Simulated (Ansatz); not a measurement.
**Is this Si3C2 stable against decomposition?**

All numbers below come from DFT PBE, scalar-relativistic, plane waves, PAW in Ansatz 0.2.0. All cells share a 420 eV cutoff and Γ-centred k meshes spaced at most about 0.3 Å⁻¹ (about 0.25 or finer for metals, 2π included). No spin polarisation.

Formation energies are uncorrected and refer to the elements' standard structures at the same level.

All energies are static (0 K, no zero-point motion). Weakly bound directions are ill-defined at this level, which has no dispersion term (Si3C2 P-3m1). The reference form of C is held partly by dispersion forces, which this level lacks.

The competitors are the elements and 2 reference phases of this chemical system (from databases or known types: Si7C, SiC), relaxed at the same level; other known phases may be missing.

The candidate was reached from: Si and C ordered on hcp sites.

```cif
data_structure
_symmetry_space_group_name_H-M 'P-3m1'
_symmetry_Int_Tables_number 164
_cell_length_a 2.5216
_cell_length_b 2.5216
_cell_length_c 25.5948
_cell_angle_alpha 90.000
_cell_angle_beta 90.000
_cell_angle_gamma 120.000
_cell_volume 140.94
loop_
_atom_site_label
_atom_site_type_symbol
_atom_site_symmetry_multiplicity
_atom_site_Wyckoff_symbol
_atom_site_fract_x
_atom_site_fract_y
_atom_site_fract_z
_atom_site_occupancy
Si1 Si 2 d 0.33333 0.66667 0.76077 1
Si2 Si 2 d 0.33333 0.66667 0.95225 1
Si3 Si 2 d 0.33333 0.66667 0.14473 1
C1 C 2 d 0.33333 0.66667 0.41358 1
C2 C 2 d 0.33333 0.66667 0.58641 1
```

Problem. Where does it stand against these competitors?

Solution. Not stable. Its formation energy is 0.392 eV/atom. The lowest competing mixture at this composition is this:

| phase | space group | source | share of atoms | ΔE_f (eV/atom) |
| --- | --- | --- | --- | --- |
| Si | - | element | 0.2000 | -0.0007 |
| SiC | P6_3mc (No. 186) | Materials Project | 0.8000 | -0.204 |

The lowest database cell of Si (-0.0007) lies slightly below the reference, hence the non-zero entry.

The mixture lies at -0.163 eV/atom, and the candidate lies 0.56 eV/atom above it. The candidate matches no cell in the subsets of the Crystallography Open Database and the Materials Project at hand. A phase this far over the hull is unlikely to be made. It holds Si–Si nets (shortest 2.52 Å) and C–C nets (shortest 1.46 Å).
